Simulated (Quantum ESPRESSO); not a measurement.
# ZrSe2 (P-3m1) in Quantum ESPRESSO: further runs

The runs below take ZrSe2 through single point, equation of state, with PBEsol.

Program: Quantum ESPRESSO 7.5. These are calculated values, not measurements. Logs are shortened: lines on timing, memory, paths and dates and some standing lists are left out, and cuts for length are marked.

**1. Starting point**

It takes space group P-3m1 (No. 164, trigonal). The conventional cell has a = 3.798 Å, b = 3.798 Å, c = 6.192 Å, α = 90.00°, β = 90.00°, γ = 120.00°. Zr (site symmetry -3m) has 6 Se at 2.68 Å as nearest neighbours. Around Se (site symmetry 3m) lie 3 Zr at 2.68 Å.

**2. Single point, PBEsol, 24.24 Å³/atom**

Input file pw.in:

```
&CONTROL
  calculation = 'scf'
  prefix = 'pwscf'
  outdir = './tmp'
  pseudo_dir = './pseudo'
  tprnfor = .true.
  tstress = .true.
  disk_io = 'nowf'
/
&SYSTEM
  ibrav = 0
  nat = 3
  ntyp = 2
  ecutwfc = 86
  nbnd = 31
  occupations = 'smearing'
  smearing = 'fd'
  degauss = 0.00367493
/
&ELECTRONS
  conv_thr = 6d-10
  electron_maxstep = 120
  mixing_beta = 0.5
/
ATOMIC_SPECIES
Zr    91.2240 Zr.upf
Se    78.9710 Se.upf
CELL_PARAMETERS angstrom
   3.7204680409    0.0000000000    0.0000000000
  -1.8602340205    3.2220198374    0.0000000000
   0.0000000000    0.0000000000    6.0655971852
ATOMIC_POSITIONS crystal
Zr     0.0000000000    0.0000000000    0.0000000000
Se     0.6666666667    0.3333333333    0.7500000000
Se     0.3333333333    0.6666666667    0.2500000000
K_POINTS automatic
8 8 5 0 0 0
```

Potentials or basis: PseudoDojo 0.4.1 SR PBEsol standard.

Started as:

```sh
> OMP_NUM_THREADS=1 pw.x -in pw.in > pw.out
```

pw.out:

```text
This program is part of the open-source Quantum ESPRESSO suite
     for quantum simulation of materials; please cite
         "P. Giannozzi et al., J. Phys.:Condens. Matter 21 395502 (2009);
         "P. Giannozzi et al., J. Phys.:Condens. Matter 29 465901 (2017);
         "P. Giannozzi et al., J. Chem. Phys. 152 154105 (2020);
     in publications or presentations arising from this work. More details at

     Message from routine setup:
     using ibrav=0 with symmetry is DISCOURAGED, use correct ibrav instead

     G-vector sticks info
     --------------------
     sticks:   dense  smooth     PW     G-vecs:    dense   smooth      PW
     Sum        1159    1159    337                52789    52789    8005

     Using Slab Decomposition

     bravais-lattice index     =            0
     lattice parameter (alat)  =       7.0307  a.u.
     unit-cell volume          =     490.6773 (a.u.)^3
     number of atoms/cell      =            3
     number of atomic types    =            2
     number of electrons       =        44.00
     number of Kohn-Sham states=           31
     kinetic-energy cutoff     =      86.0000  Ry
     charge density cutoff     =     344.0000  Ry
     scf convergence threshold =      6.0E-10
     mixing beta               =       0.5000
     number of iterations used =            8  plain     mixing
     Exchange-correlation= PBESOL
                           (   1   4  10   8   0   0   0)

     celldm(1)=   7.030666  celldm(2)=   0.000000  celldm(3)=   0.000000
     celldm(4)=   0.000000  celldm(5)=   0.000000  celldm(6)=   0.000000

     crystal axes: (cart. coord. in units of alat)
               a(1) = (   1.000000   0.000000   0.000000 )
               a(2) = (  -0.500000   0.866025   0.000000 )
               a(3) = (   0.000000   0.000000   1.630332 )

     reciprocal axes: (cart. coord. in units 2 pi/alat)
               b(1) = (  1.000000  0.577350 -0.000000 )
               b(2) = (  0.000000  1.154701  0.000000 )
               b(3) = (  0.000000 -0.000000  0.613372 )

     PseudoPot. # 1 for Zr read from file:
     Zr.upf
     Pseudo is Norm-conserving + core correction, Zval = 12.0
     Generated using ONCVPSP code by D. R. Hamann
     Using radial grid of 1604 points,  6 beta functions with:
                l(1) =   0
                l(2) =   0
                l(3) =   1
                l(4) =   1
                l(5) =   2
                l(6) =   2

     PseudoPot. # 2 for Se read from file:
     Se.upf
     Pseudo is Norm-conserving + core correction, Zval = 16.0
     Generated using ONCVPSP code by D. R. Hamann
     Using radial grid of 1198 points,  6 beta functions with:
                l(1) =   0
                l(2) =   0
                l(3) =   1
                l(4) =   1
                l(5) =   2
                l(6) =   2

     atomic species   valence    mass     pseudopotential
     Zr               12.00    91.22400     Zr( 1.00)
     Se               16.00    78.97100     Se( 1.00)

     12 Sym. Ops., with inversion, found

   Cartesian axes

     site n.     atom                  positions (alat units)
         1        Zr     tau(   1) = (   0.0000000   0.0000000   0.0000000  )
         2        Se     tau(   2) = (   0.5000000   0.2886751   1.2227488  )
         3        Se     tau(   3) = (  -0.0000000   0.5773503   0.4075829  )

     number of k points=    40  Fermi-Dirac smearing, width (Ry)=  0.0037
                       cart. coord. in units 2pi/alat
        k(    1) = (   0.0000000   0.0000000   0.0000000), wk =   0.0062500
        k(    2) = (   0.0000000   0.0000000   0.1226744), wk =   0.0125000
        k(    3) = (   0.0000000   0.0000000   0.2453488), wk =   0.0125000
        k(    4) = (   0.0000000   0.1443376   0.0000000), wk =   0.0375000
        k(    5) = (   0.0000000   0.1443376   0.1226744), wk =   0.0375000
        k(    6) = (   0.0000000   0.1443376   0.2453488), wk =   0.0375000
[... 32 lines left out ...]
        k(   39) = (  -0.1250000   0.5051815  -0.1226744), wk =   0.0750000
        k(   40) = (  -0.1250000   0.5051815  -0.2453488), wk =   0.0750000

     Dense  grid:    52789 G-vectors     FFT dimensions: (  45,  45,  72)

     Initial potential from superposition of free atoms

     starting charge      43.9977, renormalised to      44.0000
     Starting wfcs are   28 randomized atomic wfcs +    3 random wfcs

     Self-consistent Calculation

     iteration #  1     ecut=    86.00 Ry     beta= 0.50
     Davidson diagonalization with overlap
     ethr =  1.00E-02,  avg # of iterations =  6.0

     Threshold (ethr) on eigenvalues was too large:
     Diagonalizing with lowered threshold

     Davidson diagonalization with overlap
     ethr =  2.07E-04,  avg # of iterations =  2.8

     total energy              =    -585.90558353 Ry
     estimated scf accuracy    <       0.09451264 Ry

     iteration #  2     ecut=    86.00 Ry     beta= 0.50
     Davidson diagonalization with overlap
     ethr =  2.15E-04,  avg # of iterations =  2.3
[... 43 lines left out ...]
     total energy              =    -585.92230972 Ry
     estimated scf accuracy    <          3.4E-09 Ry

     iteration #  9     ecut=    86.00 Ry     beta= 0.50
     Davidson diagonalization with overlap
     ethr =  7.76E-12,  avg # of iterations =  2.7

     End of self-consistent calculation

          k = 0.0000 0.0000 0.0000 (  6627 PWs)   bands (ev):

   -39.3034 -37.2012 -37.2012 -37.2011 -37.2011 -37.1889 -37.1889 -37.1885
   -37.1885 -37.1855 -37.1852 -17.4415 -17.2985 -17.2985  -3.6571  -2.1966
     4.8491   6.9598   6.9598   9.8808   9.8808   9.9095  10.9050  10.9050
    11.4743  14.4830  14.4830  14.8482  14.9036  18.9298  18.9298

          k = 0.0000 0.0000 0.1227 (  6598 PWs)   bands (ev):

   -39.3034 -37.2013 -37.2013 -37.2010 -37.2010 -37.1889 -37.1889 -37.1885
   -37.1885 -37.1855 -37.1852 -17.4417 -17.2985 -17.2985  -3.5761  -2.3289
     5.1626   6.9767   6.9767   9.0940   9.8146   9.8146  10.8936  10.8936
    11.7777  14.6387  14.6387  15.0115  15.4876  19.0367  19.0367
[... 260 lines left out ...]
          k =-0.1250 0.5052-0.2453 (  6611 PWs)   bands (ev):

   -39.2910 -37.2013 -37.2010 -37.2006 -37.1958 -37.1888 -37.1886 -37.1885
   -37.1882 -37.1849 -37.1848 -17.5259 -17.3797 -17.3708  -2.5622  -2.1858
     5.1526   6.0248   7.0703   7.3184   8.0331   8.4559  10.8052  12.3471
    12.7603  14.2979  15.6051  15.8753  16.9681  18.0722  19.5704

     the Fermi energy is    10.0434 ev

!    total energy              =    -585.92230972 Ry
     estimated scf accuracy    <          6.0E-10 Ry
     smearing contrib. (-TS)   =      -0.00008459 Ry
     internal energy E=F+TS    =    -585.92222513 Ry

     The total energy is F=E-TS. E is the sum of the following terms:
     one-electron contribution =    -313.15975327 Ry
     hartree contribution      =     167.53921993 Ry
     xc contribution           =    -115.92306782 Ry
     ewald contribution        =    -324.37862396 Ry

     convergence has been achieved in   9 iterations

     Forces acting on atoms (cartesian axes, Ry/au):

     atom    1 type  1   force =     0.00000000    0.00000000    0.00000000
     atom    2 type  2   force =     0.00000000    0.00000000   -0.03134793
     atom    3 type  2   force =     0.00000000    0.00000000    0.03134793

     Total force =     0.044333     Total SCF correction =     0.000198

     Computing stress (Cartesian axis) and pressure

          total   stress  (Ry/bohr**3)                   (kbar)     P=       42.03
   0.00024916   0.00000000   0.00000000           36.65        0.00        0.00
   0.00000000   0.00024916  -0.00000000            0.00       36.65       -0.00
   0.00000000  -0.00000000   0.00035893            0.00       -0.00       52.80

=------------------------------------------------------------------------------=
   JOB DONE.
=------------------------------------------------------------------------------=
```

It took 1.9 min on 1 thread of Arm Neoverse V2, shared host; peak memory 0.2 GiB.

What came out:

| Quantity | Value |
| --- | --- |
| Free energy | -7971.8791 eV |
| Pressure | 4.2 GPa |
| Largest force | 0.806 eV/Å |
| Band gap on the k mesh | 0.28 eV, indirect (least direct gap 1.00 eV) |

Caveat: an odd mesh through Γ misses points on the zone boundary, where band edges often lie; this functional lacks dispersion, which binds the layers, so the pressure and a relaxed spacing across them are unreliable.

**3. Single point, PBEsol, 24.75 Å³/atom**

Changes to pw.in since step 2:

```diff
@@ -28,5 +28,5 @@
 CELL_PARAMETERS angstrom
-   3.7204680409    0.0000000000    0.0000000000
-  -1.8602340205    3.2220198374    0.0000000000
-   0.0000000000    0.0000000000    6.0655971852
+   3.7466693833    0.0000000000    0.0000000000
+  -1.8733346917    3.2447108656    0.0000000000
+   0.0000000000    0.0000000000    6.1083140657
 ATOMIC_POSITIONS crystal
```

Potentials or basis: PseudoDojo 0.4.1 SR PBEsol standard.

Started as:

```sh
> OMP_NUM_THREADS=1 pw.x -in pw.in > pw.out
```

Wall time 1.9 min (1 thread of Arm Neoverse V2, shared host); peak memory 0.21 GiB.

It converged, with:

- Free energy: -7971.9101 eV
- Pressure: 2.2 GPa
- Largest force: 0.548 eV/Å
- Band gap on the k mesh: 0.31 eV, indirect (least direct gap 1.00 eV)

Caveat: an odd mesh through Γ misses points on the zone boundary, where band edges often lie; this functional lacks dispersion, which binds the layers, so the pressure and a relaxed spacing across them are unreliable.

**4. Single point, PBEsol, 25.27 Å³/atom**

Changes to pw.in since step 3:

```diff
@@ -28,5 +28,5 @@
 CELL_PARAMETERS angstrom
-   3.7466693833    0.0000000000    0.0000000000
-  -1.8733346917    3.2447108656    0.0000000000
-   0.0000000000    0.0000000000    6.1083140657
+   3.7725092991    0.0000000000    0.0000000000
+  -1.8862546495    3.2670888890    0.0000000000
+   0.0000000000    0.0000000000    6.1504417008
 ATOMIC_POSITIONS crystal
```

Started as:

```sh
> OMP_NUM_THREADS=1 pw.x -in pw.in > pw.out
```

It took 1.9 min on 1 thread of Arm Neoverse V2, shared host; peak memory 0.21 GiB.

The run converged. Its results:

```yaml
Free_energy: -7971.9228 eV
Pressure: 0.4 GPa
Largest_force: 0.307 eV/Å
Band_gap_on_the_k_mesh: 0.33 eV, indirect (least direct gap 1.01 eV)
```

Caveat: an odd mesh through Γ misses points on the zone boundary, where band edges often lie; this functional lacks dispersion, which binds the layers, so the pressure and a relaxed spacing across them are unreliable.

**5. Single point, PBEsol, 25.78 Å³/atom**

Changes to pw.in since step 4:

```diff
@@ -28,5 +28,5 @@
 CELL_PARAMETERS angstrom
-   3.7725092991    0.0000000000    0.0000000000
-  -1.8862546495    3.2670888890    0.0000000000
-   0.0000000000    0.0000000000    6.1504417008
+   3.7980000000    0.0000000000    0.0000000000
+  -1.8990000000    3.2891644836    0.0000000000
+   0.0000000000    0.0000000000    6.1920000000
 ATOMIC_POSITIONS crystal
```

Started as:

```sh
> OMP_NUM_THREADS=1 pw.x -in pw.in > pw.out
```

Wall time 2 min (1 thread of Arm Neoverse V2, shared host); peak memory 0.22 GiB.

Results (log left out):

```yaml
Free_energy: -7971.9191 eV
Pressure: -1.2 GPa
Largest_force: 0.085 eV/Å
Band_gap_on_the_k_mesh: 0.35 eV, indirect (least direct gap 1.01 eV)
```

Caveat: an odd mesh through Γ misses points on the zone boundary, where band edges often lie; this functional lacks dispersion, which binds the layers, so the pressure and a relaxed spacing across them are unreliable.

**6. Single point, PBEsol, 26.30 Å³/atom**

Changes to pw.in since step 5:

```diff
@@ -28,5 +28,5 @@
 CELL_PARAMETERS angstrom
-   3.7980000000    0.0000000000    0.0000000000
-  -1.8990000000    3.2891644836    0.0000000000
-   0.0000000000    0.0000000000    6.1920000000
+   3.8231530509    0.0000000000    0.0000000000
+  -1.9115765255    3.3109476647    0.0000000000
+   0.0000000000    0.0000000000    6.2330078176
 ATOMIC_POSITIONS crystal
```

Potentials or basis: PseudoDojo 0.4.1 SR PBEsol standard.

Started as:

```sh
> OMP_NUM_THREADS=1 pw.x -in pw.in > pw.out
```

Wall time 2.1 min (1 thread of Arm Neoverse V2, shared host); peak memory 0.22 GiB.

The run converged. Its results:

* Free energy: -7971.9006 eV
* Pressure: -2.6 GPa
* Largest force: 0.123 eV/Å
* Band gap on the k mesh: 0.38 eV, indirect (least direct gap 1.01 eV)

Caveat: an odd mesh through Γ misses points on the zone boundary, where band edges often lie; this functional lacks dispersion, which binds the layers, so the pressure and a relaxed spacing across them are unreliable.

**7. Single point, PBEsol, 26.82 Å³/atom**

Changes to pw.in since step 6:

```diff
@@ -28,5 +28,5 @@
 CELL_PARAMETERS angstrom
-   3.8231530509    0.0000000000    0.0000000000
-  -1.9115765255    3.3109476647    0.0000000000
-   0.0000000000    0.0000000000    6.2330078176
+   3.8479794157    0.0000000000    0.0000000000
+  -1.9239897079    3.3324479273    0.0000000000
+   0.0000000000    0.0000000000    6.2734830285
 ATOMIC_POSITIONS crystal
```

Started as:

```sh
> OMP_NUM_THREADS=1 pw.x -in pw.in > pw.out
```

Wall time 2.1 min (1 thread of Arm Neoverse V2, shared host); peak memory 0.23 GiB.

It converged, with:

- Free energy: -7971.8688 eV
- Pressure: -3.9 GPa
- Largest force: 0.316 eV/Å
- Band gap on the k mesh: 0.40 eV, indirect (least direct gap 1.01 eV)

Caveat: an odd mesh through Γ misses points on the zone boundary, where band edges often lie; this functional lacks dispersion, which binds the layers, so the pressure and a relaxed spacing across them are unreliable.

**8. Single point, PBEsol, 27.33 Å³/atom**

Changes to pw.in since step 7:

```diff
@@ -28,5 +28,5 @@
 CELL_PARAMETERS angstrom
-   3.8479794157    0.0000000000    0.0000000000
-  -1.9239897079    3.3324479273    0.0000000000
-   0.0000000000    0.0000000000    6.2734830285
+   3.8724894996    0.0000000000    0.0000000000
+  -1.9362447498    3.3536742825    0.0000000000
+   0.0000000000    0.0000000000    6.3134425964
 ATOMIC_POSITIONS crystal
```

Started as:

```sh
> OMP_NUM_THREADS=1 pw.x -in pw.in > pw.out
```

Run time: 2.1 min. Hardware: 1 thread of Arm Neoverse V2, shared host; peak memory 0.23 GiB.

Results (log left out):

```yaml
Free_energy: -7971.8250 eV
Pressure: -5.1 GPa
Largest_force: 0.495 eV/Å
Band_gap_on_the_k_mesh: 0.42 eV, indirect (least direct gap 1.01 eV)
```

Caveat: an odd mesh through Γ misses points on the zone boundary, where band edges often lie; this functional lacks dispersion, which binds the layers, so the pressure and a relaxed spacing across them are unreliable.

**9. Equation of state, PBEsol**

Potentials or basis: PseudoDojo 0.4.1 SR PBEsol standard.

No new run: the results of the series are fitted here.

What came out:

```yaml
Equilibrium_volume: 25.40 Å³/atom
Bulk_modulus_at_fixed_shape_and_positions: 81 GPa
Pressure_derivative_of_the_bulk_modulus: 4.1
```

Energy against volume, from the lowest point:
```
volume (Å³/atom)  energy (meV/atom)
          24.237              14.55
          24.753               4.24
          25.268               0.00
          25.784               1.23
          26.300               7.39
          26.815              17.99
          27.331              32.61
```

Caveat: the cell was scaled at fixed shape and fractional positions, which overstates the stiffness of a crystal with free parameters, most of all of layers and chains; this functional lacks dispersion, which binds the layers, so the pressure and a relaxed spacing across them are unreliable.
